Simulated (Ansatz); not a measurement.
# How much does Al in W(100), 2x2 scatter?

How strong a scatterer is Al in W(100), 2x2, and does relaxation matter?

Method: Ansatz plane-wave DFT, PBE, PAW files; ballistic transport by layer matching (Landauer), zero bias; PAW set soft_1, in the first sound run; inputs show where later runs differ, in Ansatz 0.2.0.

### 1. The structure

The cell holds 72 atoms: 71 W and 1 Al. Its edges and angles: a = 6.330 Å, b = 6.330 Å, c = 28.483 Å, α = 90.0°, β = 90.0°, γ = 90.0°. It derives from W. Regions: lead, 40 atoms (40 W); scattering region, 32 atoms (31 W and 1 Al). The structure is stacked along c, and the current runs across the ab planes.

### 2. Transmission at ideal sites

The defect sits in one plane of the supercell, all atoms on ideal sites; the layers about the cell's end are the lead. The mesh across the current, 8×8, is finer than the density's, because channels open and close sharply across the zone. Energies from -0.1 to 0.1 eV in steps of 0.05 eV are too few for the program's thermal sum, so it prints no conductance; for a metal the transmission near the Fermi level serves, at a fraction of the cost.

File input.yaml:

```yaml
crystal:
  lattice:
    - [6.3296, 0.0, 0.0]
    - [0.0, 6.3296, 0.0]
    - [0.0, 0.0, 28.4832]
  atoms:
    - { symbol: W, position: [0.0, 0.0, 0.0277777778] }
    - { symbol: W, position: [0.0, 0.5, 0.0277777778] }
    - { symbol: W, position: [0.5, 0.0, 0.0277777778] }
    - { symbol: W, position: [0.5, 0.5, 0.0277777778] }
    - { symbol: W, position: [0.25, 0.25, 0.0833333333] }
    - { symbol: W, position: [0.25, 0.75, 0.0833333333] }
    - { symbol: W, position: [0.75, 0.25, 0.0833333333] }
    - { symbol: W, position: [0.75, 0.75, 0.0833333333] }
    - { symbol: W, position: [0.0, 0.0, 0.1388888889] }
    - { symbol: W, position: [0.0, 0.5, 0.1388888889] }
    - { symbol: W, position: [0.5, 0.0, 0.1388888889] }
    - { symbol: W, position: [0.5, 0.5, 0.1388888889] }
    - { symbol: W, position: [0.25, 0.25, 0.1944444444] }
    - { symbol: W, position: [0.25, 0.75, 0.1944444444] }
    - { symbol: W, position: [0.75, 0.25, 0.1944444444] }
    - { symbol: W, position: [0.75, 0.75, 0.1944444444] }
    - { symbol: W, position: [0.0, 0.0, 0.25] }
    - { symbol: W, position: [0.0, 0.5, 0.25] }
    - { symbol: W, position: [0.5, 0.0, 0.25] }
    - { symbol: W, position: [0.5, 0.5, 0.25] }
    - { symbol: W, position: [0.25, 0.25, 0.3055555556] }
    - { symbol: W, position: [0.25, 0.75, 0.3055555556] }
    - { symbol: W, position: [0.75, 0.25, 0.3055555556] }
    - { symbol: W, position: [0.75, 0.75, 0.3055555556] }
    - { symbol: W, position: [0.0, 0.0, 0.3611111111] }
    - { symbol: W, position: [0.0, 0.5, 0.3611111111] }
    - { symbol: W, position: [0.5, 0.0, 0.3611111111] }
    - { symbol: W, position: [0.5, 0.5, 0.3611111111] }
    - { symbol: W, position: [0.25, 0.25, 0.4166666667] }
    - { symbol: W, position: [0.25, 0.75, 0.4166666667] }
    - { symbol: W, position: [0.75, 0.25, 0.4166666667] }
    - { symbol: W, position: [0.75, 0.75, 0.4166666667] }
    - { symbol: W, position: [0.0, 0.0, 0.4722222222] }
    - { symbol: W, position: [0.0, 0.5, 0.4722222222] }
    - { symbol: W, position: [0.5, 0.0, 0.4722222222] }
    - { symbol: W, position: [0.5, 0.5, 0.4722222222] }
    - { symbol: Al, position: [0.25, 0.25, 0.5277777778] }
    - { symbol: W, position: [0.25, 0.75, 0.5277777778] }
    - { symbol: W, position: [0.75, 0.25, 0.5277777778] }
    - { symbol: W, position: [0.75, 0.75, 0.5277777778] }
    - { symbol: W, position: [0.0, 0.0, 0.5833333333] }
    - { symbol: W, position: [0.0, 0.5, 0.5833333333] }
    - { symbol: W, position: [0.5, 0.0, 0.5833333333] }
    - { symbol: W, position: [0.5, 0.5, 0.5833333333] }
    - { symbol: W, position: [0.25, 0.25, 0.6388888889] }
    - { symbol: W, position: [0.25, 0.75, 0.6388888889] }
    - { symbol: W, position: [0.75, 0.25, 0.6388888889] }
    - { symbol: W, position: [0.75, 0.75, 0.6388888889] }
    - { symbol: W, position: [0.0, 0.0, 0.6944444444] }
    - { symbol: W, position: [0.0, 0.5, 0.6944444444] }
    - { symbol: W, position: [0.5, 0.0, 0.6944444444] }
    - { symbol: W, position: [0.5, 0.5, 0.6944444444] }
    - { symbol: W, position: [0.25, 0.25, 0.75] }
    - { symbol: W, position: [0.25, 0.75, 0.75] }
    - { symbol: W, position: [0.75, 0.25, 0.75] }
    - { symbol: W, position: [0.75, 0.75, 0.75] }
    - { symbol: W, position: [0.0, 0.0, 0.8055555556] }
    - { symbol: W, position: [0.0, 0.5, 0.8055555556] }
    - { symbol: W, position: [0.5, 0.0, 0.8055555556] }
    - { symbol: W, position: [0.5, 0.5, 0.8055555556] }
    - { symbol: W, position: [0.25, 0.25, 0.8611111111] }
    - { symbol: W, position: [0.25, 0.75, 0.8611111111] }
    - { symbol: W, position: [0.75, 0.25, 0.8611111111] }
    - { symbol: W, position: [0.75, 0.75, 0.8611111111] }
    - { symbol: W, position: [0.0, 0.0, 0.9166666667] }
    - { symbol: W, position: [0.0, 0.5, 0.9166666667] }
    - { symbol: W, position: [0.5, 0.0, 0.9166666667] }
    - { symbol: W, position: [0.5, 0.5, 0.9166666667] }
    - { symbol: W, position: [0.25, 0.25, 0.9722222222] }
    - { symbol: W, position: [0.25, 0.75, 0.9722222222] }
    - { symbol: W, position: [0.75, 0.25, 0.9722222222] }
    - { symbol: W, position: [0.75, 0.75, 0.9722222222] }
kpoints:
  mp_grid: { grid: [4, 4, 1] }
hamiltonian:
  xc: pbe
  pseudopotentials: { kind: paw, azcp: { folder: soft_1 } }
scf:
  occupations: { method: fermi_dirac, width: 0.1 }
output:
  transmission: { leads: [[0, 4]], kmesh: [8, 8], e_range: [-0.1, 0.1], de: 0.05 }
  write_potential: true
  write_density: true
  volumetric_format: npy
  elf: true
```

Run with:

```
> ansatz run input.yaml --threads 4 --pin off --max-ram 15360MiB --backend cpu --events-out ev --progress --plain --runs-dir out
```

Numbers of over 12 decimals in the logs are rounded to 6 here.

The program printed:

```text
Engine: ansatz 0.2.0, aarch64-unknown-linux-gnu
Pseudopotentials: kind: paw
Pseudopotential: W, paw, valence charge 14, recommended cutoff 420 eV (normal), soft_1/W.paw.azcp
Pseudopotential: Al, paw, valence charge 3, recommended cutoff 420 eV (normal), soft_1/Al.paw.azcp
Functional definition: PBE
  parameter kappa = 0.804
  parameter beta = 0.066725
  exchange = pbe_x(kappa = kappa, mu = beta*pi^2/3)
  correlation = pbe_c(beta = beta)
Crystal: 72 atoms, lattice volume = 1141.146 Å³
Basis set: ecut = 420 eV, 22299 PW (Γ)
Bands: 599, of which v1, the nominal top of the filled ones, is band 499 counted from 1 (498 counted from 0)
Symmetry: 16 space group operations
Space group: P4/mmm (ITA 123), of the structure as read, at distance tolerance 1.0e-4 Å
k-points: 6 of 16
Non-local potential: W, projectors of the file, l = 0: 3, l = 1: 2, l = 2: 2, l = 3: 1
Non-local potential: Al, projectors of the file, l = 0: 2, l = 1: 2, l = 2: 1
PAW form: soft (Blöchl's): semilocal exchange-correlation on the pseudo side does not see the compensation charge
PAW one-centre angular grid: W, 590 points (default); XC on 64 Gauss nodes
PAW one-centre angular grid: Al, 110 points (default); XC on 64 Gauss nodes
Initial density: superposition of atomic densities (chi_scale 0.1, normalization cell, long waves kept (reshape's long-wave potential 0.81 eV rms))
Initial wavefunctions: pseudopotential atomic-orbital guess
Functional: x = pbe(κ = 0.804, μ = 0.219515), c = pbe(β = 0.066725)
SCF iter   1: F=—  HF=-737964.250320 eV  |F-HF|=—  |Δ(HF+E_count)|=         —  Δρ=6.79e-2  dr2=1.39e3  ethr=3.10e-3  ⟨swp⟩=5.7  Hψ=13425  notcnv=0
preconditioner: auto → Kerker (q_TF=auto, 2.668 Å⁻¹)  [metal: Δε(μ)=0.033 eV  Ē_g=5.313 eV  σ=0.100 eV  W_gap=0.08  n_scr=372 (ndim 8)  ℏωp=22.8 eV  f_vac=0.000  D(μ)=39.81/eV (n_scr^D=322)]
SCF iter   2: F=—  HF=-737949.419436 eV  |F-HF|=—  |Δ(HF+E_count)|=    1.48e1  Δρ=4.24e-2  dr2=7.00e2  ethr=3.10e-3  ⟨swp⟩=2.0  Hψ=4618  notcnv=0  defer=15
SCF iter   3: F=—  HF=-737938.524809 eV  |F-HF|=—  |Δ(HF+E_count)|=    1.09e1  Δρ=7.68e-3  dr2=3.83e1  ethr=3.10e-3  ⟨swp⟩=3.2  Hψ=9743  notcnv=0  defer=10
SCF iter   4: F=—  HF=-737937.932594 eV  |F-HF|=—  |Δ(HF+E_count)|=   5.92e-1  Δρ=2.91e-3  dr2=3.24e-1  ethr=3.10e-3  ⟨swp⟩=1.8  Hψ=4192  notcnv=0  defer=3
SCF iter   5: F=—  HF=-737937.919223 eV  |F-HF|=—  |Δ(HF+E_count)|=   1.34e-2  Δρ=5.48e-4  dr2=1.61e-1  ethr=3.25e-5  ⟨swp⟩=1.0  Hψ=3591  notcnv=0  defer=3
SCF iter   6: F=—  HF=-737937.917137 eV  |F-HF|=—  |Δ(HF+E_count)|=   2.09e-3  Δρ=1.15e-4  dr2=8.62e-4  ethr=1.62e-5  ⟨swp⟩=1.0  Hψ=3591  notcnv=0  defer=3
SCF iter   7: F=—  HF=-737937.917106 eV  |F-HF|=—  |Δ(HF+E_count)|=   3.12e-5  Δρ=2.33e-5  dr2=3.02e-5  ethr=8.65e-8  ⟨swp⟩=2.0  Hψ=4822  notcnv=0  defer=3
SCF iter   8: F=—  HF=-737937.917527 eV  |F-HF|=—  |Δ(HF+E_count)|=   4.21e-4  Δρ=5.77e-6  dr2=3.13e-6  ethr=3.03e-9  ⟨swp⟩=2.0  Hψ=4882  notcnv=0  defer=3
SCF iter   9: F=—  HF=-737937.917527 eV  |F-HF|=—  |Δ(HF+E_count)|=   2.22e-7  Δρ=1.12e-6  dr2=1.61e-7  ethr=3.14e-10  ⟨swp⟩=2.0  Hψ=4775  notcnv=0  defer=3
SCF iter  10: F=-737937.917527 eV  HF=-737937.917527 eV  |F-HF|=1.00e-8  |Δ(HF+E_count)|=   8.61e-9  Δρ=2.45e-7  dr2=1.06e-8  ethr=1.00e-11  ⟨swp⟩=6.5  Hψ=8088  notcnv=0
SCF 1 converged in 10 iterations: F = -737937.917527 eV  dr2 = 1.06e-8
  greatest PAW one-centre occupation: 0.999 electrons in one spin orbital (limit 2), on the W atom at site 38 (counted from 0), in its partial waves of l = 0
transmission: 60 of 540 steps passed
transmission: 108 of 540 steps passed
[...]
transmission: 540 of 540 steps passed
SCF converged after 10 iterations
Free energy (F): -737937.917527 eV
Harris-Foulkes:  -737937.917527 eV  (|F-HF|=1.00e-8)
Internal energy: -737936.780056 eV  (E = F + TS)
E sigma→0 (E₀):  -737937.348791 eV
Entropy (-TS):   -1.137471 eV (-15.798 meV/atom)
Fermi energy:    22.183330 eV
--- Per-component energies (eV) ---
  E_band       = -6119.538520
  E_kinetic    = 29970.890495
  E_local      = -40487.447966  (includes V_loc(G=0)·N_el)
  E_nonlocal   = -1798.318591
  E_hartree    = 17099.603270
  E_xc         = -19050.128855
  E_vxc        = -16461.866204  (∫ρ·V_xc dr)
  E_paw        = -609497.858757  (= ΣΔE_a)
  E_vpaw       = -11542.012213  (= ΣTr[D̂ρ^β])
  E_aug_tail   = 0.010451  (compensation charges beyond the density's cutoff)
  E_ewald      = -114173.530103
  E_smearing   = -1.137471  (= −TS)
  E_closure    = 0.000000  (closes the sum)
  Σ components = -737937.917527   (vs F -737937.917527, Δ=0.00e0)
--- Band table (eV; the first three rows and the last of 6) ---
  k-point 0: bands = [... 495 lower, 22.1470, 22.1470, 22.1640, 22.1779, 22.2002, 22.2142, 22.2764, 22.2764, ... 96 higher]
  k-point 1: bands = [... 495 lower, 22.0809, 22.1337, 22.1603, 22.1732, 22.1966, 22.2018, 22.2271, 22.2595, ... 96 higher]
  k-point 2: bands = [... 495 lower, 22.0748, 22.2989, 22.3000, 22.3057, 22.3368, 22.3802, 22.4147, 22.4425, ... 96 higher]
  k-point 5: bands = [... 495 lower, 21.5146, 21.5455, 21.6939, 21.9628, 21.9628, 22.3326, 22.3462, 22.3462, ... 96 higher]
--- Transmission ---
  basis      : 349 plane waves across, 36 finite elements along
  points     : 15, standing for a mesh of 8 x 8
  energies   : 5 from -0.100000 to 0.100000 eV about the Fermi level, 0.050000 eV apart; the leads are filled to 0.000000 eV, and channels, transmission and decay are at 0.000000 eV
  crystal 0  : W4, at the sites [0, 4], period 1.5824 Å, over 26.90 Å; its Hamiltonian steps by up to 5.0 meV
    offset         : up to 0.0000 Å between an atom of the period and one for which it stands
    channels       : 5.281250e0 a spin
    conductance    : none, the energies end too early or step too widely for 300 K: set another output.transmission.e_range or a lower de, or, where they end at an eighth of basis.ecutwfc, a higher one
    slowest decay  : 0.0380 /Å at (0.5000, 0.5000)
  junction   : crystal 0 to crystal 0, 0.88 to 27.79 Å
    transmission   : 3.297781e0 a spin
    conductance    : none, the energies end too early or step too widely for 300 K: set another output.transmission.e_range or a lower de, or, where they end at an eighth of basis.ecutwfc, a higher one
```

Wall time 9.7 min (4 threads of Arm Neoverse V1, shared host); peak memory 10 GiB; 37 min of CPU time.

In the SCF lines HF is the Harris–Foulkes energy and dr2 the Hartree energy of the density residual, in eV; the loop may stop once dr2 is under the threshold and the program's other checks hold. Hψ counts applications of the Hamiltonian.

This run has no spin polarisation although its electron count is odd.

This step gave:

| Item | Value |
| --- | --- |
| free energy | -737937.9175 eV |
| energy at zero smearing | -737937.3488 eV |
| Fermi energy | 22.18 eV |
| cell area | 40.06 Å² |
| transmission per spin nearest the Fermi level | 3.298 |
| open channels per spin nearest the Fermi level | 5.281 |
| step of the lead's potential | 5 meV |

Per spin. Table of transmission, zone mean by energy, zero at the Fermi level:

| energy (eV) | transmission, zone mean |
| --- | --- |
| -0.1000 | 3.09 |
| -0.0500 | 3.16 |
| 0.0000 | 3.30 |
| 0.0500 | 3.38 |
| 0.1000 | 3.35 |

Per spin. The open channels, zone mean, lead by energy, zero at the Fermi level:

| energy (eV) | open channels, zone mean, lead |
| --- | --- |
| -0.1000 | 4.72 |
| -0.0500 | 4.66 |
| 0.0000 | 5.28 |
| 0.0500 | 5.72 |
| 0.1000 | 5.53 |

Transmission over k1 and k2. At 0.0000 eV from the Fermi level.

Ten even steps from '0' (0.0) to '9' (10.7):
```
00123210
11024201
22279722
23499943
22279722
11024201
00123210
00122210
```
Columns: k1 (b1) from -0.5 to 0.375; rows upwards: k2 (b2) from -0.5 to 0.375.

Open channels over k1 and k2. At 0.0000 eV from the Fermi level.

Ten even steps from '_' (0.0) to '@' (14.0):
```
..__::::--::::__
..::..++++++..::
::::++@@@@@@++::
::--++@@@@@@++--
::::++@@@@@@++::
..::..++++++..::
..__::::--::::__
__....::::::....
```
Columns: k1 (b1) from -0.5 to 0.375; rows upwards: k2 (b2) from -0.5 to 0.375.

Valence density in the ca plane at fractional y = 0.250, with atoms of W and Al within 0.2 Å of it. It is the smooth field of the valence electrons, not physical close to the nuclei.

Values in e/Å³, 9 rows by 16 columns, each cell a mean:
```
0.3 0.3 0.5 0.4 0.3 0.5 0.4 0.3 0.4 0.4 0.3 0.4 0.5 0.3 0.4 0.5
0.7 0.6 4.0 1.3 0.4 3.5 2.0 0.3 2.8 2.7 0.3 2.0 3.4 0.4 1.3 4.0
0.9 0.6 4.7 1.6 0.4 4.1 2.4 0.3 3.3 3.3 0.3 2.5 4.1 0.4 1.6 4.7
0.4 0.3 0.9 0.4 0.3 0.8 0.5 0.3 0.7 0.7 0.3 0.6 0.8 0.3 0.4 0.9
0.3 0.3 0.3 0.3 0.3 0.3 0.3 0.3 0.2 0.2 0.3 0.3 0.3 0.3 0.3 0.3
0.5 0.4 1.8 0.7 0.3 1.6 0.9 0.3 0.2 0.2 0.3 1.0 1.6 0.3 0.7 1.8
1.0 0.7 5.2 1.8 0.4 4.5 2.7 0.2 0.1 0.1 0.2 2.8 4.5 0.4 1.9 5.2
0.6 0.4 2.8 0.9 0.3 2.4 1.4 0.3 0.2 0.2 0.3 1.4 2.4 0.3 0.9 2.7
0.3 0.3 0.3 0.3 0.3 0.3 0.3 0.3 0.2 0.2 0.3 0.3 0.3 0.3 0.3 0.3
```
Columns run along c (16.0 Å, from fractional 0.22 to 0.78 of the cell), rows up along a (6.3 Å). Atoms in or near the plane, at fractional coordinates: W at (0.31, 0.25), W at (0.31, 0.75), W at (0.42, 0.25), W at (0.42, 0.75), Al at (0.53, 0.25), W at (0.53, 0.75), W at (0.64, 0.25), W at (0.64, 0.75), W at (0.75, 0.25), W at (0.75, 0.75).

Electrostatic potential energy in the ca plane at fractional y = 0.250, with atoms of W and Al within 0.2 Å of it. With pseudopotentials it is smooth inside the atoms' cores, unlike the true potential.

Values in eV, 9 rows by 16 columns, each cell a mean:
```
 21  22  13  20  22  14  18  23  16  16  23  18  14  22  20  13
 10  13 -20   3  18 -17  -5  21 -12 -11  21  -5 -17  18   2 -20
  7  11 -22  -1  17 -20  -8  20 -15 -15  20  -9 -20  17  -1 -22
 19  21   5  17  22   7  14  23  10  10  23  14   8  22  17   5
 23  23  21  22  23  21  22  23  23  23  23  22  21  23  22  21
 16  18  -6  12  21  -3   7  23  14  14  23   7  -2  21  12  -5
  5  10 -23  -3  16 -21 -10  21  14  14  21 -11 -21  16  -3 -23
 14  16 -13   8  20 -10   2  22  12  12  22   1 -10  20   7 -13
 22  22  19  22  23  19  21  23  22  22  23  21  19  23  22  19
```
Columns run along c (16.0 Å, from fractional 0.22 to 0.78 of the cell; values clipped at the 3rd and 97th percentile), rows up along a (6.3 Å). Atoms in or near the plane, at fractional coordinates: W at (0.31, 0.25), W at (0.31, 0.75), W at (0.42, 0.25), W at (0.42, 0.75), Al at (0.53, 0.25), W at (0.53, 0.75), W at (0.64, 0.25), W at (0.64, 0.75), W at (0.75, 0.25), W at (0.75, 0.75).

ELF in the ca plane at fractional y = 0.250, with atoms of W and Al within 0.2 Å of it. It is the smooth field of the valence electrons, not physical close to the nuclei.

Values, 9 rows by 16 columns, each cell a mean:
```
0.42 0.43 0.26 0.39 0.45 0.28 0.35 0.48 0.30 0.30 0.48 0.35 0.28 0.45 0.39 0.26
0.34 0.33 0.54 0.38 0.33 0.52 0.43 0.35 0.47 0.47 0.35 0.43 0.51 0.33 0.38 0.54
0.34 0.32 0.51 0.39 0.30 0.49 0.43 0.31 0.47 0.47 0.31 0.44 0.49 0.30 0.39 0.51
0.40 0.41 0.30 0.36 0.44 0.30 0.33 0.47 0.30 0.30 0.47 0.33 0.30 0.44 0.36 0.30
0.46 0.46 0.34 0.45 0.45 0.36 0.44 0.45 0.48 0.48 0.45 0.44 0.36 0.45 0.45 0.34
0.37 0.38 0.41 0.35 0.42 0.39 0.36 0.48 0.43 0.43 0.48 0.36 0.39 0.42 0.35 0.41
0.33 0.31 0.45 0.39 0.29 0.45 0.43 0.41 0.21 0.21 0.41 0.43 0.45 0.29 0.39 0.45
0.35 0.36 0.51 0.36 0.39 0.47 0.39 0.47 0.36 0.36 0.47 0.39 0.47 0.39 0.36 0.50
0.45 0.45 0.30 0.43 0.45 0.32 0.41 0.46 0.51 0.51 0.46 0.41 0.32 0.45 0.43 0.30
```
Columns run along c (16.0 Å, from fractional 0.22 to 0.78 of the cell), rows up along a (6.3 Å). Atoms in or near the plane, at fractional coordinates: W at (0.31, 0.25), W at (0.31, 0.75), W at (0.42, 0.25), W at (0.42, 0.75), Al at (0.53, 0.25), W at (0.53, 0.75), W at (0.64, 0.25), W at (0.64, 0.75), W at (0.75, 0.25), W at (0.75, 0.75).

Over the solved energies the transmission per spin lies between 3.09 and 3.38, out of 5.18 channels of the lead on average (up to 5.72).

### 3. Resistance at ideal sites

This step: Ansatz plane-wave DFT, PBE, PAW files; ballistic transport by layer matching (Landauer), zero bias; area resistance of the defect plane and resistivity an atomic per cent; PAW set soft_1 (Ansatz 0.2.0).

This step gave:

```
area resistance                                                                                 : 0.5861 fΩ m²
T over the leads' mean channel count                                                            : 0.6283
resistivity per at.% scaled from this dense plane, with the factor 3/4 for isotropic scattering : 11.11 µΩ cm
```

Averaged over the energies near the Fermi level, 62.8 % of the channels pass, which makes 0.586 fΩ m².

By hand, with T and the leads' channels N averaged over the energies near the Fermi level: RA = A (h/2e²)(1/T − 1/N) = 40.06×10⁻²⁰ m² × 12 906 Ω × (1/3.279 − 1/5.219) = 0.586 fΩ m². Per atomic per cent: RA × A / V_atom × 0.01 × 3/4 = 11.1 µΩ cm, with the host's V_atom = 15.85 Å³.

(Continued in part 2 of 3.)

[Logs are printed without paths, hosts, clocks, repeated set-up lines and the standing remarks that a program may print on its own settings, such as how far it seeks lower states.]

[Hosts, paths, dates, database ids (printed as entryN), source tags and the programs' standing remarks are cut or masked in the printed files.]
